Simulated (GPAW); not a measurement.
A self-consistent single point of Li2O (Fm-3m, 3 atoms in the cell) with GPAW

Level of theory: PBE, real-space grid, GPAW PAW datasets PBE (gpaw-data 1.0.1) (GPAW 25.7.0).

Input:

```python
from ase import Atoms
from gpaw import GPAW

atoms = Atoms(['Li', 'Li', 'O'],
              cell=[[0.000000, 2.326855, 2.326855],
                    [2.326855, 0.000000, 2.326855],
                    [2.326855, 2.326855, 0.000000]],
              scaled_positions=[[0.750000, 0.750000, 0.750000],
                                [0.250000, 0.250000, 0.250000],
                                [0.000000, 0.000000, 0.000000]],
              pbc=True)

calc = GPAW(mode='fd',
            h=0.18,
            xc='PBE',
            kpts={'size': (8, 8, 8), 'gamma': True},
            occupations={'name': 'fermi-dirac', 'width': 0.0},
            nbands=-4,
            convergence={'bands': -2},
            symmetry={'symmorphic': False, 'tolerance': 0.0005},
            maxiter=100,
            txt='-')

atoms.calc = calc

energy = atoms.get_potential_energy()
print('Energy (eV):', round(energy, 6))
forces = atoms.get_forces()
print('Forces (eV/Ang):')
print(forces.round(5))
```

Log, with long lists cut:

```
Input parameters:
  convergence: {bands: -2}
  h: 0.18
  kpts: {gamma: True,
         size: (8, 8, 8)}
  maxiter: 100
  mode: fd
  nbands: -4
  occupations: {name: fermi-dirac,
                width: 0.0}
  symmetry: {symmorphic: False,
             tolerance: 0.0005}
  xc: PBE

species:
  Li:
    name: Lithium
    Z: 3.0
    valence: 1
    core: 2
    charge: 0.0
    file: Li.PBE.gz

    # Using partial waves for Li as LCAO basis

  O:
    name: Oxygen
    Z: 8.0
    valence: 6
    core: 2
    charge: 0.0
    file: O.PBE.gz

    # Using partial waves for O as LCAO basis

Reference energy: -2446.427942  # eV

Spin-paired calculation

Convergence criteria:
 Maximum [total energy] change in last 3 cyles: 0.0005 eV / valence electron
 Maximum integral of absolute [dens]ity change: 0.0001 electrons / valence electron
 Maximum integral of absolute [eigenst]ate change: 4e-08 eV^2 / valence electron
 Maximum number of scf [iter]ations: 100

Symmetries present (total): 48
Symmetries with fractional translations: 0
512 k-points: 8 x 8 x 8 Monkhorst-Pack grid + [1/16,1/16,1/16]
29 k-points in the irreducible part of the Brillouin zone
       k-points in crystal coordinates                weights
   0:     0.00000000    0.00000000    0.00000000          1/512
   1:     0.12500000    0.12500000    0.00000000          6/512
   2:     0.12500000    0.12500000    0.12500000          8/512
   [... 7 lines left out ...]
          ...
  28:     0.50000000    0.50000000    0.50000000          4/512

Wave functions: Uniform real-space grid
  Kinetic energy operator: 12*3+1=37 point O(h^6) finite-difference Laplacian

Occupation numbers: # Zero width

Eigensolver

Densities:
  Coarse grid: 16*16*16 grid
  Fine grid: 32*32*32 grid
  Total Charge: 0.000000

Density mixing:
  Method: separate
  Backend: pulay
  Linear mixing parameter: 0.05
  old densities: 5
  Damping of long wavelength oscillations: 50

Hamiltonian:
  XC and Coulomb potentials evaluated on a 32*32*32 grid
  Interpolation: tri-quintic (5. degree polynomial)
  Poisson solver: FastPoissonSolver using
    Stencil: 12*3+1=37 point O(h^6) finite-difference Laplacian
    FFT axes: [np.int64(0), np.int64(1), np.int64(2)]
    FST axes: []

XC parameters: PBE with 2 nearest neighbor stencil

Number of atoms: 3
Number of atomic orbitals: 12
Number of bands in calculation: 8
Number of valence electrons: 8
Bands to converge: 6

Density initialized from atomic densities
  8 bands from LCAO basis set

Atomic positions and initial magnetic moments

Positions:
   0 Li     3.490283    3.490283    3.490283    ( 0.0000,  0.0000,  0.0000)
   1 Li     1.163428    1.163428    1.163428    ( 0.0000,  0.0000,  0.0000)
   2 O      0.000000    0.000000    0.000000    ( 0.0000,  0.0000,  0.0000)

Unit cell:
           periodic     x           y           z      points  spacing
  1. axis:    yes    0.000000    2.326855    2.326855    16     0.1679
  2. axis:    yes    2.326855    0.000000    2.326855    16     0.1679
  3. axis:    yes    2.326855    2.326855    0.000000    16     0.1679

  Lengths:   3.290670   3.290670   3.290670
  Angles:   60.000000  60.000000  60.000000

Effective grid spacing dv^(1/3) = 0.1832

     iter     time        total  log10-change:
                         energy   eigst   dens
iter:   1 --:--:--   -15.483916   +1.31
iter:   2 --:--:--   -15.252400   +0.41  -0.78
iter:   3 --:--:--   -14.711134   -0.07  -0.83
iter:   4 --:--:--   -14.702186   -0.30  -1.03
iter:   5 --:--:--   -14.633725   -0.81  -1.23
iter:   6 --:--:--   -14.637784   -1.47  -1.83
iter:   7 --:--:--   -14.636276   -2.01  -2.03
iter:   8 --:--:--   -14.636068c  -2.15  -2.15
iter:   9 --:--:--   -14.635090c  -2.60  -2.17
iter:  10 --:--:--   -14.635090c  -3.16  -3.40
iter:  11 --:--:--   -14.635108c  -3.42  -3.31
iter:  12 --:--:--   -14.635102c  -3.64  -3.21
iter:  13 --:--:--   -14.635102c  -3.90  -4.21c
iter:  14 --:--:--   -14.635103c  -4.11  -4.62c
iter:  15 --:--:--   -14.635102c  -4.36  -4.04c
iter:  16 --:--:--   -14.635102c  -4.58  -4.77c
iter:  17 --:--:--   -14.635102c  -4.81  -4.51c
iter:  18 --:--:--   -14.635102c  -5.02  -4.70c
   [... 6 lines left out ...]
iter:  25 --:--:--   -14.635102c  -6.54  -6.14c
iter:  26 --:--:--   -14.635102c  -6.72  -6.20c
iter:  27 --:--:--   -14.635102c  -6.93  -6.47c
iter:  28 --:--:--   -14.635102c  -7.13  -6.20c
iter:  29 --:--:--   -14.635102c  -7.38  -7.10c
iter:  30 --:--:--   -14.635102c  -7.57c -7.12c

Converged after 30 iterations.

Dipole moment: (-1.660204, -1.660204, -1.660204) |e|*Ang

Energy contributions relative to reference atoms: (reference = -2446.427942)

Kinetic:        +17.308311
Potential:      -16.601753
External:        +0.000000
XC:             -16.050193
Entropy (-ST):   +0.000000
Local:           +0.708534
SIC:             +0.000000
--------------------------
Free energy:    -14.635102
Extrapolated:   -14.635102

Showing only first 2 kpts
 Kpt  Band  Eigenvalues  Occupancy
  0     2      1.22131    2.00000
  0     3      1.24691    2.00000
  0     4      6.33549    0.00000
  0     5     13.06218    0.00000

  1     2      0.99850    2.00000
  1     3      1.01547    2.00000
  1     4      6.81710    0.00000
  1     5     13.19612    0.00000

Fermi level: 3.70602

Gap: 4.918 eV
Transition (v -> c):
  (s=0, k=0, n=3, [0.00, 0.00, 0.00]) -> (s=0, k=24, n=4, [0.50, 0.50, 0.00])
Direct/indirect transitions are different
Direct gap: 5.089 eV
Transition at: (s=0, k=0, n=3, [0.00, 0.00, 0.00])
Energy (eV): -14.635102

Forces in eV/Ang:
  0 Li   -0.00000   -0.00000   -0.00000
  1 Li    0.00000    0.00000   -0.00000
  2 O     0.00000    0.00000    0.00000
```

The run converged in 30 iterations.

The starting cell comes from a database of computed structures (which also holds hypothetical and non-ambient phases and stackings), without a prior relaxation at this level.
